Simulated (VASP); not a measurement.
# CoSi2 (Fm-3m) in VASP: settings compared, part 2 of 2

VASP 6.6.1. The steps go on from the part before.

## Step 4: Relaxation of cell and atoms, PBE+D3(BJ), collinear spin, ferromagnetic start

The input, INCAR:

```
SYSTEM = CoSi2
PREC = Accurate ; ENCUT = 600
EDIFF = 1E-6 ; ISMEAR = -1
SIGMA = 0.05 ; LREAL = .False.
LASPH = .True. ; NELM = 100
ALGO = Fast ; ISIF = 3
LWAVE = .False. ; LCHARG = .False.
ISPIN = 2 ; MAGMOM = 2 0 0
LORBIT = 11 ; LMAXMIX = 4
GGA = PE ; IVDW = 12
IBRION = 2 ; NSW = 60
EDIFFG = -0.01
```

The input, KPOINTS:

```
regular mesh
0
Gamma
  8 8 8
  0 0 0
```

The input, POSCAR:

```
CoSi2
1.0
    0.0000000000      2.6780000000      2.6780000000
    2.6780000000      0.0000000000      2.6780000000
    2.6780000000      2.6780000000      0.0000000000
Co Si
1 2
Direct
    0.0000000000      0.0000000000      0.0000000000
    0.7500000000      0.7500000000      0.7500000000
    0.2500000000      0.2500000000      0.2500000000
```

Potentials or basis: VASP PAW PBE potentials, release 64 (Co, Si).

Launch:

```
$ cat potpaw_PBE.64/Co/POTCAR potpaw_PBE.64/Si/POTCAR > POTCAR
$ mpirun -np 1 vasp_std > vasp.out
```

OUTCAR:

```text
SYSTEM = CoSi2
   PREC = Accurate
   ENCUT = 600
   EDIFF = 1E-6
   ISMEAR = -1
   LREAL = .False.
   LASPH = .True.
   NELM = 100
   ISIF = 3
   ISPIN = 2
   LORBIT = 11
   GGA = PE
   IVDW = 12
   IBRION = 2
   NSW = 60
   EDIFFG = -0.01
 IVDW          = 12

 ion  position               nearest neighbor table
   1  0.000  0.000  0.000-   2 2.32   3 2.32   2 2.32   2 2.32   3 2.32   2 2.32   3 2.32   3 2.32

   2  0.750  0.750  0.750-   1 2.32   1 2.32   1 2.32   1 2.32   3 2.68   3 2.68   3 2.68   3 2.68
                             3 2.68   3 2.68
   3  0.250  0.250  0.250-   1 2.32   1 2.32   1 2.32   1 2.32   2 2.68   2 2.68   2 2.68   2 2.68
                             2 2.68   2 2.68

  LATTYP: Found a face centered cubic cell.
 ALAT       =     5.3560000000

  Lattice vectors:

 A1 = (   0.0000000000,   2.6780000000,   2.6780000000)
 A2 = (   2.6780000000,   0.0000000000,   2.6780000000)
 A3 = (   2.6780000000,   2.6780000000,   0.0000000000)

Analysis of symmetry for initial positions (statically):
=====================================================================
 Subroutine PRICEL returns:
 Original cell was already a primitive cell.

 Routine SETGRP: Setting up the symmetry group for a
 face centered cubic supercell.

 Subroutine GETGRP returns: Found 48 space group operations
 (whereof 48 operations were pure point group operations)
 out of a pool of 48 trial point group operations.

The static configuration has the point symmetry O_h .

Analysis of symmetry for dynamics (positions and initial velocities):
=====================================================================
 Subroutine PRICEL returns:
 Original cell was already a primitive cell.

 Routine SETGRP: Setting up the symmetry group for a
 face centered cubic supercell.

 Subroutine GETGRP returns: Found 48 space group operations
 (whereof 48 operations were pure point group operations)
 out of a pool of 48 trial point group operations.

The dynamic configuration has the point symmetry O_h .

Analysis of structural, dynamic, and magnetic symmetry:
=====================================================================
 Subroutine PRICEL returns:
 Original cell was already a primitive cell.

 Routine SETGRP: Setting up the symmetry group for a
 face centered cubic supercell.

 Subroutine GETGRP returns: Found 48 space group operations
 (whereof 48 operations were pure point group operations)
 out of a pool of 48 trial point group operations.
[... 150 lines left out ...]
  ext. energy  EPLUGINS =         0.00000000
  ---------------------------------------------------
  free energy    TOTEN  =       -19.29771968 eV

  energy without entropy =      -19.28940654  energy(sigma->0) =      -19.29356311

------------------------ aborting loop because EDIFF is reached ----------------------------------------

 Edisp (eV)   -1.32639

 E8    (eV) :    -0.5583
[... 120 lines left out ...]
 number of electron      16.9999999 magnetization       0.0000013

 number of electron      16.9999999 magnetization      -0.0000012

 Free energy of the ion-electron system (eV)
  ---------------------------------------------------
  ext. energy  EPLUGINS =         0.00000000
  ---------------------------------------------------
  free energy    TOTEN  =       -19.27569614 eV

  energy without entropy =      -19.26750676  energy(sigma->0) =      -19.27160145

 E-fermi :  10.4783     XC(G=0): -11.8877

 val. band max:       10.3467794244   @ k =   0.5000   0.2500   0.1250
 cond. band min:      10.4905423674   @ k =  -0.3750   0.1250   0.0000
 fundamental gap:      0.1437629430
 Fermi energy:        10.4782953339

 spin component 1

 k-point     1 :       0.0000    0.0000    0.0000
  band No.  band energies     occupation
      1      -2.8544      1.00000
      2       6.2986      1.00000
      3       6.2986      1.00000
      4       6.2986      1.00000
      5       8.5095      1.00000
      6       8.5095      1.00000
      7      11.5707      0.00000
      8      13.9681      0.00000
      9      13.9681      0.00000
     10      13.9681      0.00000
     11      14.0465      0.00000
     12      14.0465      0.00000
     13      14.0465      0.00000
[... 356 lines left out ...]
      2       1.5469      1.00000
      3       5.7116      1.00000
      4       6.2249      1.00000
      5       7.4998      1.00000
      6       8.3993      1.00000
      7       8.6735      1.00000
      8       9.4633      1.00000
      9       9.8868      0.99999
     10      13.1895      0.00000
     11      14.2736      0.00000
     12      17.0808      0.00000
     13      17.7109      0.00000

 [... further k-points ...]

 spin component 2

 k-point     1 :       0.0000    0.0000    0.0000
  band No.  band energies     occupation
      1      -2.8544      1.00000
      2       6.2986      1.00000
      3       6.2986      1.00000
      4       6.2986      1.00000
      5       8.5095      1.00000
      6       8.5095      1.00000
      7      11.5707      0.00000
      8      13.9681      0.00000
      9      13.9681      0.00000
     10      13.9681      0.00000
     11      14.0465      0.00000
     12      14.0465      0.00000
     13      14.0465      0.00000
[... 402 lines left out ...]
  FREE ENERGIE OF THE ION-ELECTRON SYSTEM (eV)
  ---------------------------------------------------
  free  energy   TOTEN  =       -20.6445413885 eV

  energy  without entropy=      -20.6363520095  energy(sigma->0) =      -20.64044670

 reached required accuracy - stopping structural energy minimisation

 total charge

# of ion       s       p       d       tot
------------------------------------------
    1        0.558   0.755   7.629   8.943
    2        0.717   0.893   0.000   1.609
    3        0.717   0.893   0.000   1.609
--------------------------------------------------
tot          1.991   2.541   7.629  12.161

 magnetization (x)

# of ion       s       p       d       tot
------------------------------------------
    1       -0.000  -0.000  -0.000  -0.000
    2        0.000   0.000   0.000   0.000
    3        0.000   0.000   0.000   0.000
--------------------------------------------------
tot         -0.000  -0.000  -0.000  -0.000
```

OSZICAR:

```text
N       E                     dE             d eps       ncg     rms          rms(c)
DAV:   1     0.745018023748E+02    0.74502E+02   -0.78242E+03  1508   0.140E+03
DAV:   2    -0.155543530864E+02   -0.90056E+02   -0.83078E+02  1538   0.255E+02
[... 42 lines left out ...]
       N       E                     dE             d eps       ncg     rms          rms(c)
DAV:   1    -0.192758492902E+02    0.10737E-02   -0.16372E-03  1969   0.798E-01    0.117E-01
RMM:   2    -0.192762711939E+02   -0.42190E-03   -0.26112E-03  1508   0.654E-01    0.202E-01
RMM:   3    -0.192756983321E+02    0.57286E-03   -0.10536E-03  1508   0.508E-01    0.258E-02
RMM:   4    -0.192756963678E+02    0.19643E-05   -0.18296E-05  1504   0.449E-02    0.666E-03
RMM:   5    -0.192756961388E+02    0.22903E-06   -0.46735E-06  1292   0.249E-02
   4 F= -.20644541E+02 E0= -.20640447E+02  d E =-.204361E-01  mag=     0.0000
```

Wall time 2.2 min (1 thread of Intel Xeon Platinum 8488C (Sapphire Rapids), shared host); peak memory 0.22 GiB.

What came out:

```
Free energy                                           : -20.6445 eV
Relaxed volume                                        : 12.42 Å³/atom
Relaxed cell                                          : a = 3.749 Å, b = 3.749 Å, c = 3.749 Å, α = 60.00°, β = 60.00°, γ = 60.00°
Space group after relaxing (to 0.05 Å)                : Fm-3m (No. 225)
Energy gained by relaxing                             : 6.8 meV/atom
Ionic steps                                           : 4
Pressure after relaxing                               : 0.0 GPa
Band gap on the k mesh                                : none (metal or under the smearing width)
Net moment                                            : 0.00 μB per cell
Valence electrons inside the program's atomic spheres : Co 8.94; Si 1.61
Dispersion energy per atom                            : -0.456 eV
```

Step by step:
```
step  energy change (eV)  largest force (eV/Å)  pressure (GPa)  volume (Å³)
   1              0.0000                0.0000           -5.57        38.41
   2              0.0076                0.0000            6.95        35.99
   3             -0.0204                0.0000           -0.17        37.29
   4             -0.0204                0.0000           -0.03        37.26
```

Final structure:
```
Co Si
1.0
     0.00000    2.65087    2.65087
     2.65087    0.00000    2.65087
     2.65087    2.65087    0.00000
Co Si
1 2
Cartesian
  0.0000 2.6509 2.6509
  3.9763 3.9763 3.9763
  1.3254 1.3254 1.3254
```

Levels at points of the mesh, in eV from the Fermi level:
Spin up:
```tsv
k point	band 7	band 8	band 9	band 10	band 11	band 12
(0.00, 0.00, 0.00)	1.09	3.49	3.49	3.49	3.57	3.57
(0.50, 0.00, 0.00)	-1.67	-0.46	-0.46	2.82	3.54	3.54
(0.50, 0.50, 0.00)	-2.00	-1.96	-1.36	1.74	2.98	8.62
```
Spin down:
```
           k point  band 7  band 8  band 9  band 10  band 11  band 12
(0.00, 0.00, 0.00)    1.09    3.49    3.49     3.49     3.57     3.57
(0.50, 0.00, 0.00)   -1.67   -0.46   -0.46     2.82     3.54     3.54
(0.50, 0.50, 0.00)   -2.00   -1.96   -1.36     1.74     2.98     8.62
```

Caveat: the starting moments collapsed, and a magnetic state may lie lower; pairwise dispersion overbinds metals, which lowers pressure and volume.

## Step 5: Relaxation of cell and atoms, PBEsol, collinear spin, ferromagnetic start

The input, INCAR:

```
ALGO = Fast ; EDIFF = 1E-7
EDIFFG = -0.005 ; ENCUT = 600
GGA = PS ; IBRION = 2
ISIF = 3 ; ISMEAR = -1
ISPIN = 2 ; LASPH = True
LCHARG = False ; LMAXMIX = 4
LORBIT = 11 ; LREAL = False
LWAVE = False ; MAGMOM = 2 0 0
NELM = 100 ; NSW = 40
PREC = Accurate ; SIGMA = 0.05
```

The input, KPOINTS:

```
k-points
0
Gamma
  8 8 8
```

POSCAR is that of step 4.

Potentials or basis: VASP PAW PBE potentials, release 64 (Co, Si).

Launch:

```
$ cat potpaw_PBE.64/Co/POTCAR potpaw_PBE.64/Si/POTCAR > POTCAR
$ mpirun -np 1 vasp_std > vasp.out
```

OUTCAR:

```text
EDIFF = 1E-7
   EDIFFG = -0.005
   ENCUT = 600
   GGA = PS
   IBRION = 2
   ISIF = 3
   ISMEAR = -1
   ISPIN = 2
   LASPH = True
   LORBIT = 11
   LREAL = False
   NELM = 100
   NSW = 40
   PREC = Accurate

 ion  position               nearest neighbor table
   1  0.000  0.000  0.000-   2 2.32   3 2.32   2 2.32   2 2.32   3 2.32   2 2.32   3 2.32   3 2.32

   2  0.750  0.750  0.750-   1 2.32   1 2.32   1 2.32   1 2.32   3 2.68   3 2.68   3 2.68   3 2.68
                             3 2.68   3 2.68
   3  0.250  0.250  0.250-   1 2.32   1 2.32   1 2.32   1 2.32   2 2.68   2 2.68   2 2.68   2 2.68
                             2 2.68   2 2.68

  LATTYP: Found a face centered cubic cell.
 ALAT       =     5.3560000000

  Lattice vectors:

 A1 = (   0.0000000000,   2.6780000000,   2.6780000000)
 A2 = (   2.6780000000,   0.0000000000,   2.6780000000)
 A3 = (   2.6780000000,   2.6780000000,   0.0000000000)

Analysis of symmetry for initial positions (statically):
=====================================================================
 Subroutine PRICEL returns:
 Original cell was already a primitive cell.

 Routine SETGRP: Setting up the symmetry group for a
 face centered cubic supercell.

 Subroutine GETGRP returns: Found 48 space group operations
 (whereof 48 operations were pure point group operations)
 out of a pool of 48 trial point group operations.

The static configuration has the point symmetry O_h .

Analysis of symmetry for dynamics (positions and initial velocities):
[... 195 lines left out ...]
      4       5.9197      1.00000
      5       8.1007      1.00000
      6       8.1007      1.00000
      7      10.7840      0.00000
      8      13.4246      0.00000
      9      13.4246      0.00000
     10      13.4247      0.00000
     11      13.4286      0.00000
     12      13.4286      0.00000
[... 834 lines left out ...]
 number of electron      17.0000001 magnetization      -0.0000003

 number of electron      17.0000001 magnetization       0.0000005

 Free energy of the ion-electron system (eV)
  ---------------------------------------------------
  ext. energy  EPLUGINS =         0.00000000
  ---------------------------------------------------
  free energy    TOTEN  =       -20.98567249 eV

  energy without entropy =      -20.97744156  energy(sigma->0) =      -20.98155702

 E-fermi :  10.3012     XC(G=0): -11.9673

 val. band max:       10.1726105278   @ k =   0.5000   0.2500   0.1250
 cond. band min:      10.3025672601   @ k =  -0.1250   0.1250   0.0000
 fundamental gap:      0.1299567323
 Fermi energy:        10.3011899068

 spin component 1

 k-point     1 :       0.0000    0.0000    0.0000
  band No.  band energies     occupation
      1      -2.9823      1.00000
      2       6.1406      1.00000
      3       6.1406      1.00000
      4       6.1406      1.00000
      5       8.3500      1.00000
      6       8.3500      1.00000
      7      11.3570      0.00000
      8      13.7617      0.00000
      9      13.7617      0.00000
     10      13.7617      0.00000
     11      13.8582      0.00000
     12      13.8582      0.00000
[... 787 lines left out ...]
  FREE ENERGIE OF THE ION-ELECTRON SYSTEM (eV)
  ---------------------------------------------------
  free  energy   TOTEN  =       -20.9856724858 eV

  energy  without entropy=      -20.9774415639  energy(sigma->0) =      -20.98155702

 reached required accuracy - stopping structural energy minimisation

 total charge

# of ion       s       p       d       tot
------------------------------------------
    1        0.557   0.750   7.629   8.936
    2        0.717   0.886   0.000   1.603
    3        0.717   0.886   0.000   1.603
--------------------------------------------------
tot          1.990   2.522   7.629  12.142

 magnetization (x)

# of ion       s       p       d       tot
------------------------------------------
    1        0.000   0.000   0.000   0.000
    2       -0.000  -0.000   0.000  -0.000
    3       -0.000  -0.000   0.000  -0.000
--------------------------------------------------
tot         -0.000  -0.000   0.000   0.000
```

CONTCAR:

```text
CoSi2
   1.00000000000000
     0.0000000000000000    2.6563740994291600    2.6563740994291600
     2.6563740994291600    0.0000000000000000    2.6563740994291600
     2.6563740994291600    2.6563740994291600   -0.0000000000000000
  Co              Si
     1     2
Direct
     0.0000000000000000    0.0000000000000000    0.0000000000000000
     0.7500000000000000    0.7500000000000000    0.7500000000000000
     0.2500000000000000    0.2500000000000000    0.2500000000000000

  0.00000000E+00  0.00000000E+00  0.00000000E+00
  0.00000000E+00  0.00000000E+00  0.00000000E+00
  0.00000000E+00  0.00000000E+00  0.00000000E+00
```

Wall time 80 s (1 thread of AMD EPYC 9R45 (Zen 5), shared host); peak memory 0.18 GiB.

Results:

```
Free energy                                           : -20.9857 eV
Relaxed volume                                        : 12.50 Å³/atom
Relaxed cell                                          : a = 3.757 Å, b = 3.757 Å, c = 3.757 Å, α = 60.00°, β = 60.00°, γ = 60.00°
Space group after relaxing (to 0.05 Å)                : Fm-3m (No. 225)
Energy gained by relaxing                             : 4.4 meV/atom
Ionic steps                                           : 3
Pressure after relaxing                               : 0.0 GPa
Band gap on the k mesh                                : none (metal or under the smearing width)
Net moment                                            : 0.00 μB per cell
Valence electrons inside the program's atomic spheres : Co 8.94; Si 1.60
```

Step by step:
| step | energy change (eV) | largest force (eV/Å) | pressure (GPa) | volume (Å³) |
| --- | --- | --- | --- | --- |
| 1 | 0.0000 | 0.0000 | -4.50 | 38.41 |
| 2 | 0.0054 | 0.0000 | 5.99 | 36.45 |
| 3 | -0.0132 | 0.0000 | -0.02 | 37.49 |

Final structure:
```
Co Si
1.0
     0.00000    2.65637    2.65637
     2.65637    0.00000    2.65637
     2.65637    2.65637    0.00000
Co Si
1 2
Cartesian
  0.0000 0.0000 0.0000
  3.9846 3.9846 3.9846
  1.3282 1.3282 1.3282
```

Levels at points of the mesh, in eV from the Fermi level:
Spin up:
```csv
k point,band 6,band 7,band 8,band 9,band 10,band 11,band 12,band 13
"(0.00, 0.00, 0.00)",-1.95,1.06,3.46,3.46,3.46,3.56,3.56,3.56
"(0.50, 0.00, 0.00)",-1.66,-1.66,-0.45,-0.45,2.76,3.53,3.53,4.59
"(0.50, 0.50, 0.00)",-2.00,-2.00,-1.97,-1.35,1.72,2.92,8.64,9.87
```
Spin down:
```csv
k point,band 5,band 6,band 7,band 8,band 9,band 10,band 11,band 12,band 13
"(0.00, 0.00, 0.00)",-1.95,-1.95,1.06,3.46,3.46,3.46,3.56,3.56,3.56
"(0.50, 0.00, 0.00)",-2.21,-1.66,-1.66,-0.45,-0.45,2.76,3.53,3.53,4.60
"(0.50, 0.50, 0.00)",-3.70,-2.00,-2.00,-1.97,-1.35,1.72,2.92,8.64,9.87
```

Caveat: the starting moments collapsed, and a magnetic state may lie lower; the PAW data sets were made with another functional, which shifts forces and pressure a little.

## Step 6: Single point, PBE, collinear spin, ferromagnetic start

The input, INCAR:

```
ALGO = Normal ; EDIFF = 1E-6
ENCUT = 550 ; GGA = PE
ISIF = 2 ; ISMEAR = 0
ISPIN = 2 ; LASPH = T
LCHARG = F ; LMAXMIX = 4
LORBIT = 11 ; LREAL = F
LWAVE = F ; MAGMOM = 2 0 0
NELM = 100 ; PREC = Accurate
SIGMA = 0.05
```

The input, KPOINTS:

```
k-points
0
Gamma
  9 9 9
```

POSCAR is that of step 5.

Potentials or basis: VASP PAW PBE potentials, release 64 (Co_GW, Si_GW).

Launch:

```
$ cat potpaw_PBE.64/Co_GW/POTCAR potpaw_PBE.64/Si_GW/POTCAR > POTCAR
$ mpirun -np 1 vasp_std > vasp.out
```

Wall time 64 s (1 thread of Intel Xeon Platinum 8259CL at 2.50GHz (Skylake/Cascade Lake), shared host); peak memory 0.21 GiB.

The run converged. Its results:

```yaml
Free_energy: -19.2979 eV
Pressure: 0.4 GPa
Band_gap_on_the_k_mesh: none (metal or under the smearing width)
Net_moment: 0.00 μB per cell
Valence_electrons_inside_the_program's_atomic_spheres: Co 8.79; Si 1.69
```

Levels at points of the mesh, in eV from the Fermi level:
Spin up:
| k point | band 5 | band 6 | band 7 | band 8 | band 9 | band 10 | band 11 | band 12 | band 13 |
| --- | --- | --- | --- | --- | --- | --- | --- | --- | --- |
| (0.00, 0.00, 0.00) | -1.86 | -1.86 | 0.78 | 3.46 | 3.46 | 3.46 | 3.48 | 3.48 | 3.48 |
Spin down:
| k point | band 7 | band 8 | band 9 | band 10 | band 11 | band 12 |
| --- | --- | --- | --- | --- | --- | --- |
| (0.00, 0.00, 0.00) | 0.79 | 3.46 | 3.46 | 3.46 | 3.48 | 3.48 |

Caveat: the starting moments collapsed, and a magnetic state may lie lower.

## Step 7: The reference run

An earlier run on the cell as given: functional PBE; potentials or basis VASP PAW PBE potentials, release 64 (Co, Si); cutoff 520 eV; k mesh 9 × 9 × 9; occupations fermi-dirac, width 0.05 eV; collinear spin, ferromagnetic start; starting moments [2.0, 0.0, 0.0] μB.

* Pressure: 0.3 GPa
* Band gap on the k mesh: none (metal or under the smearing width)
* Net moment: 0.00 μB per cell
* Valence electrons inside the program's atomic spheres: Co 8.86; Si 1.59
